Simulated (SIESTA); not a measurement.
**GaAs in SIESTA: the effect of pseudo set**

GaAs:

```
CELL_PARAMETERS angstrom
0.00000 2.82685 2.82685
2.82685 0.00000 2.82685
2.82685 2.82685 0.00000
ATOMIC_POSITIONS crystal
As 0.75000 0.75000 0.75000
Ga 0.00000 0.00000 0.00000
```

Alike in all runs:

| Quantity | Value |
| --- | --- |
| Program | SIESTA 5.4.2 |
| Task | single point |
| Functional | PBE |
| Basis | DZP (energy shift 0.003 Ry; two zetas on semicore shells) |
| Grid cutoff | 800 Ry |
| Energy shift | 0.003 Ry |
| k mesh | 8 × 8 × 8 |
| Occupations | fermi-dirac, width 0.05 eV |
| Spin | no spin polarisation |

Question: One run gave: gap on the mesh 1.48 eV. Which pseudo set did it use?
A. Ansatz NC
B. SG15 1.2
C. SPMS 1.0
D. PseudoDojo 0.4 stringent
E. PseudoDojo 0.5 standard

Answer: D.

```tsv
pseudo set	gap on the mesh (eV)
PseudoDojo 0.4 standard	0.66
PseudoDojo 0.4 stringent	1.48
PseudoDojo 0.5 standard	0.66
SG15 1.2	0.51
SPMS 1.0	0.63
Ansatz NC	0.66
```

Caveats: the basis of atomic orbitals isn't converged, which shifts pressures, moduli and gaps; the valence orbitals were made in a potential fitted to the semicore shell under them, which widens gaps by tenths of an eV or more (some runs).

A k mesh can miss the band edges.

The runs don't all hold the same shells in valence.
